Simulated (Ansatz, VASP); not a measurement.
# One calculation of Ru, two programs

INCAR

```
  PREC = Accurate
  ENCUT = 520
  EDIFF = 1E-6
  ISMEAR = 0
  SIGMA = 0.15
  LREAL = False
  LASPH = True
  NELM = 80
  ALGO = Fast
  ISIF = 2
  LWAVE = False
  LCHARG = False
  GGA = PS
  NBANDS = 21
```

KPOINTS

```
regular mesh
0
Gamma
  21 21 12
```

File POSCAR:

```
Ru
1.0
    2.6183849804      0.0000000000      0.0000000000
   -1.3091924902      2.2675879099      0.0000000000
    0.0000000000      0.0000000000      4.3436388439
Ru
2
Direct
    0.3333333333      0.6666666667      0.2500000000
    0.6666666667      0.3333333333      0.7500000000
```

Input for Ansatz:

```yaml
crystal:
  lattice:
    - [2.6183849804, 0.0, 0.0]
    - [-1.3091924902, 2.2675879099, 0.0]
    - [0.0, 0.0, 4.3436388439]
  atoms:
    - { symbol: Ru, position: [0.3333333333, 0.6666666667, 0.25] }
    - { symbol: Ru, position: [0.6666666667, 0.3333333333, 0.75] }
basis:
  ecutwfc: 420
kpoints:
  mp_grid: { grid: [21, 21, 12] }
hamiltonian:
  xc: pbesol
  pseudopotentials: { kind: paw, azcp: { folder: soft_1 } }
scf:
  occupations: { method: gaussian, width: 0.15 }
output:
  forces: true
  stress: true
  eigenvalues: true
```

Alike in both runs: task single point; functional PBEsol; k mesh 21 × 21 × 12; occupations gaussian, width 0.15 eV; no spin polarisation.

```csv
,VASP,Ansatz
version,VASP 6.6.1,Ansatz 0.2.0
potentials or method,"VASP PAW PBE potentials, release 64 (Ru_pv)","scalar-relativistic, plane waves, PAW"
plane-wave cutoff (eV),520,420
valence electrons in the cell,28,32
```

VASP gave:

- gap on the k mesh at the Fermi level (eV): none
- pressure (GPa): 12.5
- largest component of the traceless stress (GPa): 17.69

Problem. What did Ansatz give for the same quantities?

Solution. gap on the k mesh at the Fermi level (eV): none; pressure (GPa): 12.6; largest component of the traceless stress (GPa): 17.70.

A gap of «none» marks a metal or a gap that the smearing closes. The functional is the same, so the differences come from potentials, cutoffs and numerics. The two sets of potentials don't hold the same shells in valence. Ansatz warned: «pseudo_functional_mismatch».

Caveats: the PAW data sets were made with another functional, which shifts forces and pressure a little (VASP).
